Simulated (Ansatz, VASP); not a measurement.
# Cross-check of Sn36Te11Se25 (SnSe0.7Te0.3, orthorhombic SnSe-type solid solution) between VASP and Ansatz

One calculation is typed for both programs; each brings its own data sets. How far apart do they land? The cell is invented: As first built, before any earlier steps moved the atoms (in the runner's words): 1x3x3 conventional cells of the SnSe type (72 atoms: 25 Se, 36 Sn, 11 Te); Se/Te share their sites, the best of 600 random draws by like-pair counts in two shells; start lattice of SnSe; atoms moved at random by 0.02 A. It may not be a known or stable phase. The structure shown is the end of the Ansatz relaxation below.

Main program and level: Ansatz 0.2.0; plane waves, with VASP 6.6.1 beside it; single point at PBE.

## (1) The structure

The cell holds 72 atoms: 25 Se, 36 Sn and 11 Te. Its edges and angles: a = 11.958 Å, b = 12.878 Å, c = 13.979 Å, α = 90.0°, β = 90.0°, γ = 90.0°. It derives from SnSe (SnSe type, space group 62), repeated 1×3×3. As first built, before any earlier steps moved the atoms (in the runner's words): 1x3x3 conventional cells of the SnSe type (72 atoms: 25 Se, 36 Sn, 11 Te); Se/Te share their sites, the best of 600 random draws by like-pair counts in two shells; start lattice of SnSe; atoms moved at random by 0.02 A.

## (2) Ansatz: relaxation, PBE

Ansatz runs on its default PAW (the set named soft_2) files.

This run makes the geometry at which the two programs are then compared.

Input file input.yaml:

```yaml
crystal:
  lattice:
    - [11.95767, -0.0025, -0.00259]
    - [-0.00275, 12.87756, -0.00054]
    - [-0.00304, -0.00058, 13.97924]
  atoms:
    - { symbol: Se, position: [0.35732, 0.07864, 0.005] }
    - { symbol: Se, position: [0.14373, 0.25411, 0.50647] }
    - { symbol: Se, position: [0.64703, 0.25409, 0.66088] }
    - { symbol: Se, position: [0.35064, 0.08516, 0.6696] }
    - { symbol: Se, position: [0.85628, 0.08821, 0.82651] }
    - { symbol: Se, position: [0.64334, 0.25372, 0.99403] }
    - { symbol: Se, position: [0.14429, 0.5844, 0.1754] }
    - { symbol: Se, position: [0.85867, 0.42122, 0.15624] }
    - { symbol: Se, position: [0.64833, 0.58336, 0.32843] }
    - { symbol: Se, position: [0.35438, 0.41927, 0.34224] }
    - { symbol: Se, position: [0.14743, 0.5828, 0.50473] }
    - { symbol: Se, position: [0.85278, 0.42012, 0.49637] }
    - { symbol: Se, position: [0.64729, 0.58103, 0.6606] }
    - { symbol: Se, position: [0.35138, 0.41834, 0.67146] }
    - { symbol: Se, position: [0.14703, 0.58362, 0.83679] }
    - { symbol: Se, position: [0.85165, 0.41843, 0.82768] }
    - { symbol: Se, position: [0.6501, 0.58298, 0.99293] }
    - { symbol: Se, position: [0.14708, 0.91362, 0.17461] }
    - { symbol: Se, position: [0.85416, 0.74709, 0.16144] }
    - { symbol: Se, position: [0.64485, 0.91126, 0.32851] }
    - { symbol: Se, position: [0.3529, 0.74755, 0.33908] }
    - { symbol: Se, position: [0.85272, 0.74596, 0.49399] }
    - { symbol: Se, position: [0.35444, 0.74712, 0.67505] }
    - { symbol: Se, position: [0.14484, 0.91575, 0.83375] }
    - { symbol: Se, position: [0.85606, 0.74564, 0.82512] }
    - { symbol: Sn, position: [0.12674, 0.07138, 0.03317] }
    - { symbol: Sn, position: [0.38714, 0.25984, 0.208] }
    - { symbol: Sn, position: [0.61254, 0.0925, 0.12719] }
    - { symbol: Sn, position: [0.88741, 0.26074, 0.29201] }
    - { symbol: Sn, position: [0.11261, 0.09311, 0.37231] }
    - { symbol: Sn, position: [0.37355, 0.2506, 0.53746] }
    - { symbol: Sn, position: [0.61528, 0.07372, 0.46116] }
    - { symbol: Sn, position: [0.87689, 0.26161, 0.63381] }
    - { symbol: Sn, position: [0.11964, 0.07603, 0.69886] }
    - { symbol: Sn, position: [0.38588, 0.24043, 0.87183] }
    - { symbol: Sn, position: [0.62646, 0.09451, 0.79901] }
    - { symbol: Sn, position: [0.87543, 0.25254, 0.96065] }
    - { symbol: Sn, position: [0.11663, 0.42815, 0.03351] }
    - { symbol: Sn, position: [0.37633, 0.58308, 0.20822] }
    - { symbol: Sn, position: [0.62743, 0.41917, 0.12724] }
    - { symbol: Sn, position: [0.87864, 0.58263, 0.29225] }
    - { symbol: Sn, position: [0.124, 0.4174, 0.37356] }
    - { symbol: Sn, position: [0.37754, 0.58365, 0.54069] }
    - { symbol: Sn, position: [0.62268, 0.42804, 0.46861] }
    - { symbol: Sn, position: [0.87747, 0.58325, 0.62848] }
    - { symbol: Sn, position: [0.12139, 0.42561, 0.70034] }
    - { symbol: Sn, position: [0.37806, 0.58274, 0.85385] }
    - { symbol: Sn, position: [0.62214, 0.41755, 0.79253] }
    - { symbol: Sn, position: [0.87911, 0.58343, 0.95987] }
    - { symbol: Sn, position: [0.1123, 0.74941, 0.04605] }
    - { symbol: Sn, position: [0.37707, 0.9059, 0.20216] }
    - { symbol: Sn, position: [0.62348, 0.74009, 0.13005] }
    - { symbol: Sn, position: [0.87493, 0.90603, 0.30135] }
    - { symbol: Sn, position: [0.12248, 0.73862, 0.365] }
    - { symbol: Sn, position: [0.38379, 0.91564, 0.5446] }
    - { symbol: Sn, position: [0.62246, 0.74759, 0.46103] }
    - { symbol: Sn, position: [0.88525, 0.90594, 0.62784] }
    - { symbol: Sn, position: [0.12411, 0.74877, 0.70368] }
    - { symbol: Sn, position: [0.37734, 0.92361, 0.86353] }
    - { symbol: Sn, position: [0.62507, 0.7375, 0.80272] }
    - { symbol: Sn, position: [0.88558, 0.91708, 0.95167] }
    - { symbol: Te, position: [0.13993, 0.25065, 0.172] }
    - { symbol: Te, position: [0.85906, 0.08044, 0.15724] }
    - { symbol: Te, position: [0.63981, 0.25431, 0.32403] }
    - { symbol: Te, position: [0.36035, 0.08229, 0.34572] }
    - { symbol: Te, position: [0.86142, 0.08473, 0.49075] }
    - { symbol: Te, position: [0.13929, 0.25074, 0.84342] }
    - { symbol: Te, position: [0.36387, 0.41943, 0.00742] }
    - { symbol: Te, position: [0.35775, 0.74878, 0.00469] }
    - { symbol: Te, position: [0.13645, 0.9119, 0.50896] }
    - { symbol: Te, position: [0.63725, 0.9146, 0.66155] }
    - { symbol: Te, position: [0.63968, 0.91494, 0.98677] }
kpoints:
  mp_grid: { grid: [2, 2, 2], shift: [0.5, 0.5, 0.5] }
hamiltonian:
  xc: pbe
scf:
  occupations: { method: fermi_dirac, width: 0.01 }
output:
  forces: true
  stress: true
relax:
  f_tol: 0.02
  max_steps: 25
  cell: { stress_tol: 0.1 }
basis:
  ecutwfc: "300 eV"
```

On the command line:

```
> ansatz run input.yaml --threads 32 --pin off --max-ram 143360MiB --backend cuda --events-out ev --progress --plain --runs-dir out
```

The program printed:

```text
Warning: basis.ecutwfc = 300 eV is below the records' recommended 420 eV, and the density's cutoff is lower with it unless basis.ecutrho_ratio is high enough to keep the records' density cutoff: compare with a run at a higher cutoff
Engine: ansatz 0.2.0, aarch64-unknown-linux-gnu
Pseudopotentials: kind: paw
Pseudopotential: Se, paw, valence charge 16, recommended cutoff 420 eV (normal), Se.paw.azcp
Pseudopotential: Sn, paw, valence charge 14, recommended cutoff 420 eV (normal), Sn.paw.azcp
Pseudopotential: Te, paw, valence charge 16, recommended cutoff 420 eV (normal), Te.paw.azcp
device memory: the entry about to start is reckoned to put 20.5 GiB on a device that reports 182.5 GiB free
GPU FFT provider: cuFFT
GPU libraries: cuBLAS 13.8.1, cuFFT 12.4.0, cuSOLVER 12.3.2
GPU matrix products: emulated (plane waves: as basis.precision tells), large ones in fixed point in workspaces of 1.00 GiB
Crystal: 72 atoms, lattice volume = 2152.602 Å³
Basis set: ecut = 300 eV, 25369 PW (Γ), exchange–correlation on 144×150×160 points (8 copies of the dense FFT grid, shifted against one another)
Bands: 648, of which v1, the nominal top of the filled ones, is band 540 counted from 1 (539 counted from 0)
k-points: 4 of 8 (time reversal used)
GPU buffer pool allocated for 432000 grid points (all kernels)
GPU transforms: local potential and band sums: pruned to the plane-wave sphere, on 72×75×80
relax step   1: F+E_penalty+E_count = -430402.73119884 eV  Δ(F+E_penalty+E_count) = +0.000e0 eV  max|allowed force component| = 1.759e-2 eV/Å  Δτ_max = 0.0000 Å  P = +0.065 GPa  Ω = 2152.602 Å³  (8 SCF iters, dr2 threshold 1.00e-7 eV, accepted)
device memory: the entry about to start is reckoned to put 20.5 GiB on a device that reports 182.5 GiB free
GPU FFT provider: cuFFT
GPU libraries: cuBLAS 13.8.1, cuFFT 12.4.0, cuSOLVER 12.3.2
GPU matrix products: emulated (plane waves: as basis.precision tells), large ones in fixed point in workspaces of 1.00 GiB
GPU buffer pool allocated for 432000 grid points (all kernels)
GPU transforms: local potential and band sums: pruned to the plane-wave sphere, on 72×75×80
eigensolver tolerance schedule: the retry pair's looser diagonalisation over-reported the residual by 43979.02 of it (diagonalisation noise at an unbounded share of the residual, at the tolerance the schedule requests for it); recorded, not acted on — ethr = c·dr2/N_el stays at c = 1.0e-1
iter 3 did not close the SCF: its close was put off for the readings that it lacked (scf_convergence_deferred on its scf_iter line)
iter 4 did not close the SCF: its close was put off for the readings that it lacked (scf_convergence_deferred on its scf_iter line)
iter 5 did not close the SCF: its close was put off for the readings that it lacked (scf_convergence_deferred on its scf_iter line)
iter 6 did not close the SCF: its close was put off for the readings that it lacked (scf_convergence_deferred on its scf_iter line)
relax step   2: F+E_penalty+E_count = -430402.73119886 eV  Δ(F+E_penalty+E_count) = -2.282e-8 eV  max|allowed force component| = 1.759e-2 eV/Å  Δτ_max = 0.0000 Å  P = +0.065 GPa  Ω = 2152.602 Å³  stress off target by 8.77e-2 GPa  SCF on the basis re-selected at this cell (its energy is not comparable with the rows above)  (7 SCF iters)
basis re-selected at this cell: Δ(F+E_penalty+E_count) = -2.282e-8 eV, ΔP = -0.000 GPa vs the last step (what re-selecting the basis moved, of the pressure what is left beyond the Pulay correction that the steps carried, after the strain that the cell walked since its last selection, with what the two solves' SCF thresholds leave and, on support functions, any second-order correction that the steps lacked; it is no m [...]
SCF converged after 7 iterations
Free energy (F): -430402.731199 eV
Internal energy: -430402.731199 eV  (E = F + TS)
E sigma→0 (E₀):  -430402.731199 eV
Fermi energy:    8.573698 eV
--- Forces (eV/Å), atoms counted from 1 ---
  max |Σ_I F_I| component: 5.35e-7 eV/Å
--- Stress (GPa, compression-positive) ---
        0.086174      -0.003811       0.005671
       -0.003811       0.050499      -0.000719
        0.005671      -0.000719       0.057836
  P = ⅓ Tr σ = 0.0648 GPa (0.648 kbar)
--- Band table (eV) ---
--- Relaxed structure (1 steps of the walk, 1 accepted, 1 SCFs on fresh bases) ---
  F+E_penalty+E_count = -430402.73119886 eV   max|allowed force component| = 1.759e-2 eV/Å   (the final SCF, on the basis selected at the relaxed cell)
  cell:  # Å, volume = 2152.6016 Å³
    - [11.95767, -0.0025, -0.00259]
    - [-0.00275, 12.87756, -0.00054]
    - [-0.00304, -0.00058, 13.97924]
  atoms:
    [... one line an atom ...]
```

## (3) VASP: single point, PBE

The same cell, functional, mesh and smearing now go to VASP, with its own data sets.

Lines of VASP's logs that name or quote its potential files are left out, and so is its time.

Input file INCAR:

```
SYSTEM = Sn36Te11Se25
PREC = Accurate
ENCUT = 400
EDIFF = 1E-06
NELM = 120
ISMEAR = -1
SIGMA = 0.01
LREAL = Auto
ALGO = Normal
GGA = PE
NBANDS = 424
LORBIT = 11
LWAVE = .FALSE.
LCHARG = .FALSE.
ISIF = 2
ISYM = 0
LASPH = .TRUE.
GGA_COMPAT = .FALSE.
EFERMI = MIDGAP
KPAR = 4
```

Input file POSCAR:

```
Sn36Te11Se25
1.0
   11.9576700000     -0.0025000000     -0.0025900000
   -0.0027500000     12.8775600000     -0.0005400000
   -0.0030400000     -0.0005800000     13.9792400000
Se Sn Te
25 36 11
Direct
    0.3573200000      0.0786400000      0.0050000000
    0.1437300000      0.2541100000      0.5064700000
    0.6470300000      0.2540900000      0.6608800000
    0.3506400000      0.0851600000      0.6696000000
    0.8562800000      0.0882100000      0.8265100000
    0.6433400000      0.2537200000      0.9940300000
    0.1442900000      0.5844000000      0.1754000000
    0.8586700000      0.4212200000      0.1562400000
    0.6483300000      0.5833600000      0.3284300000
    0.3543800000      0.4192700000      0.3422400000
    0.1474300000      0.5828000000      0.5047300000
    0.8527800000      0.4201200000      0.4963700000
    0.6472900000      0.5810300000      0.6606000000
    0.3513800000      0.4183400000      0.6714600000
    0.1470300000      0.5836200000      0.8367900000
    0.8516500000      0.4184300000      0.8276800000
    0.6501000000      0.5829800000      0.9929300000
    0.1470800000      0.9136200000      0.1746100000
    0.8541600000      0.7470900000      0.1614400000
    0.6448500000      0.9112600000      0.3285100000
    0.3529000000      0.7475500000      0.3390800000
    0.8527200000      0.7459600000      0.4939900000
    0.3544400000      0.7471200000      0.6750500000
    0.1448400000      0.9157500000      0.8337500000
    0.8560600000      0.7456400000      0.8251200000
    0.1267400000      0.0713800000      0.0331700000
    0.3871400000      0.2598400000      0.2080000000
    0.6125400000      0.0925000000      0.1271900000
    0.8874100000      0.2607400000      0.2920100000
    0.1126100000      0.0931100000      0.3723100000
    0.3735500000      0.2506000000      0.5374600000
    0.6152800000      0.0737200000      0.4611600000
    0.8768900000      0.2616100000      0.6338100000
    0.1196400000      0.0760300000      0.6988600000
    0.3858800000      0.2404300000      0.8718300000
    0.6264600000      0.0945100000      0.7990100000
    0.8754300000      0.2525400000      0.9606500000
    0.1166300000      0.4281500000      0.0335100000
    0.3763300000      0.5830800000      0.2082200000
    0.6274300000      0.4191700000      0.1272400000
    0.8786400000      0.5826300000      0.2922500000
    0.1240000000      0.4174000000      0.3735600000
    0.3775400000      0.5836500000      0.5406900000
    0.6226800000      0.4280400000      0.4686100000
    0.8774700000      0.5832500000      0.6284800000
    0.1213900000      0.4256100000      0.7003400000
    0.3780600000      0.5827400000      0.8538500000
    0.6221400000      0.4175500000      0.7925300000
    0.8791100000      0.5834300000      0.9598700000
    0.1123000000      0.7494100000      0.0460500000
    0.3770700000      0.9059000000      0.2021600000
    0.6234800000      0.7400900000      0.1300500000
    0.8749300000      0.9060300000      0.3013500000
    0.1224800000      0.7386200000      0.3650000000
    0.3837900000      0.9156400000      0.5446000000
    0.6224600000      0.7475900000      0.4610300000
    0.8852500000      0.9059400000      0.6278400000
    0.1241100000      0.7487700000      0.7036800000
    0.3773400000      0.9236100000      0.8635300000
    0.6250700000      0.7375000000      0.8027200000
    0.8855800000      0.9170800000      0.9516700000
    0.1399300000      0.2506500000      0.1720000000
    0.8590600000      0.0804400000      0.1572400000
    0.6398100000      0.2543100000      0.3240300000
    0.3603500000      0.0822900000      0.3457200000
    0.8614200000      0.0847300000      0.4907500000
    0.1392900000      0.2507400000      0.8434200000
    0.3638700000      0.4194300000      0.0074200000
    0.3577500000      0.7487800000      0.0046900000
    0.1364500000      0.9119000000      0.5089600000
    0.6372500000      0.9146000000      0.6615500000
    0.6396800000      0.9149400000      0.9867700000
```

Input file KPOINTS:

```
Points of the shifted mesh
8
Reciprocal
 0.2500000000  0.2500000000  0.2500000000 1
 0.2500000000  0.2500000000  0.7500000000 1
 0.2500000000  0.7500000000  0.2500000000 1
 0.2500000000  0.7500000000  0.7500000000 1
 0.7500000000  0.2500000000  0.2500000000 1
 0.7500000000  0.2500000000  0.7500000000 1
 0.7500000000  0.7500000000  0.2500000000 1
 0.7500000000  0.7500000000  0.7500000000 1
```

The projector-augmented-wave data sets are Se, Sn_d and Te (PBE family, release 64).

On the command line:

```
> mpirun -np 8 vasp_std
```

The program printed:

```text
[banner, memory and clock lines left out]
running    8 mpi-ranks, on    1 nodes
[...]
|                                                                             |
|           W    W    AA    RRRRR   N    N  II  N    N   GGGG   !!!           |
|           W    W   A  A   R    R  NN   N  II  NN   N  G    G  !!!           |
|           W    W  A    A  R    R  N N  N  II  N N  N  G       !!!           |
|           W WW W  AAAAAA  RRRRR   N  N N  II  N  N N  G  GGG   !            |
|           WW  WW  A    A  R   R   N   NN  II  N   NN  G    G                |
|           W    W  A    A  R    R  N    N  II  N    N   GGGG   !!!           |
|                                                                             |
|     For optimal performance we recommend to set                             |
|       NCORE = 2 up to number-of-cores-per-socket                            |
|     NCORE specifies how many cores store one orbital (NPAR=cpu/NCORE).      |
|     This setting can greatly improve the performance of VASP for DFT.       |
|     The default, NCORE=1 might be grossly inefficient on modern             |
|     multi-core architectures or massively parallel machines. Do your        |
|     Unfortunately you need to use the default for GW and RPA                |
|     calculations (for HF NCORE is supported but not extensively tested      |
|     yet).                                                                   |
|                                                                             |

 LDA part: xc-table for (Slater+PW92), standard interpolation
 POSCAR, INCAR and KPOINTS ok, starting setup
[...]
entering main loop
       N       E                     dE             d eps       ncg     rms          rms(c)
DAV:   1     0.888541584722E+04    0.88854E+04   -0.25649E+05  6832   0.179E+03
DAV:   2     0.156487015758E+04   -0.73205E+04   -0.71844E+04  6784   0.522E+02
DAV:   3    -0.811092057638E+02   -0.16460E+04   -0.15548E+04  7560   0.218E+02
DAV:   4    -0.282959926428E+03   -0.20185E+03   -0.19508E+03  7960   0.703E+01
[...]
DAV:  15    -0.287724412626E+03    0.87221E-06   -0.11665E-05  8456   0.983E-03    0.784E-03
DAV:  16    -0.287724411334E+03    0.12925E-05   -0.30839E-06  5512   0.465E-03    0.290E-03
DAV:  17    -0.287724411400E+03   -0.66590E-07   -0.57887E-07  4080   0.313E-03
   1 F= -.28772441E+03 E0= -.28772441E+03  d E =0.000000E+00
```

OUTCAR, selected parts (step 3):

```text
 POSITION                                       TOTAL-FORCE (eV/Angst)
 -----------------------------------------------------------------------------------
      4.27248      1.01180      0.06893         0.003016      0.000003      0.002588
      1.71644      3.27166      7.07956        -0.008196     -0.002530      0.017198
      7.73426      3.27006      9.23679         0.006359     -0.000697     -0.014900
      4.19057      1.09539      9.35954         0.010325     -0.001538      0.008330
     10.23636      1.13331     11.55172        -0.000135      0.002418     -0.016322
      7.68913      3.26511     13.89398        -0.006240     -0.005823     -0.014154
      1.72323      7.52518      2.45127         0.002970      0.006165      0.020378
     10.26606      5.42205      2.18167         0.006157      0.005492     -0.006313
      7.74991      7.51044      4.58921        -0.010931     -0.000094     -0.008125
      4.23537      5.39809      4.78311         0.003757     -0.000464      0.018245
      1.75978      7.50438      7.05505        -0.004824      0.002846      0.018811
     10.19460      5.40770      6.93644         0.002838     -0.000574     -0.008731
      7.73647      7.48025      9.23270        -0.002552      0.005247     -0.018149
      4.19849      5.38593      9.38536        -0.000615     -0.006077      0.002622
[...]
-----------------------------------------------------------------------------------
    total drift:                               -0.010062      0.001228      0.028061

  FREE ENERGIE OF THE ION-ELECTRON SYSTEM (eV)
  ---------------------------------------------------
  free  energy   TOTEN  =      -287.7244114004 eV

  energy  without entropy=     -287.7244114004  energy(sigma->0) =     -287.72441140

[... 1 further part left out ...]
```

The run ends at a pressure of -0.01 GPa, with forces up to 0.025 eV/Å.

## (4) Side by side

Known differences besides the potentials themselves: the data sets hold 1080 valence electrons in Ansatz (on its default PAW (the set named soft_2) files) and 720 in VASP; the cutoff is 300 eV in Ansatz and 400 eV in VASP (PREC = Accurate, projectors in real space); Ansatz's log warns that its cutoff lies below the recommended one. Total energies have different zeros and are not compared.

Compared:

```
              quantity  Ansatz   VASP  difference
gap on the k mesh (eV)   1.174  1.167      +0.006
```

A gap on the mesh is an upper bound, since the band edges may lie between its points.

## (5) What came out

```json
{
 "difference in gap on the k mesh (single point, PBE)": "0.0064 eV"
}
```

The difference in gap on the k mesh is 0.0064 eV (single point, PBE), within the 0.08 eV picked in this series as the mark of a large difference. The data sets hold unlike numbers of valence electrons (1080 in Ansatz and 720 in VASP), so part of the differences comes from the potentials. How closely two codes agree says nothing of how well the functional describes the real material.

[Lines on the potential files, build, host, timing and source positions are cut from VASP's logs without a mark.]

[Logs are printed without paths, hosts, clocks, repeated set-up lines and the standing remarks that a program may print on its own settings, such as how far it seeks lower states.]

[Hosts, paths, dates, database ids (printed as entryN), source tags and the programs' standing remarks are cut or masked in the printed files.]
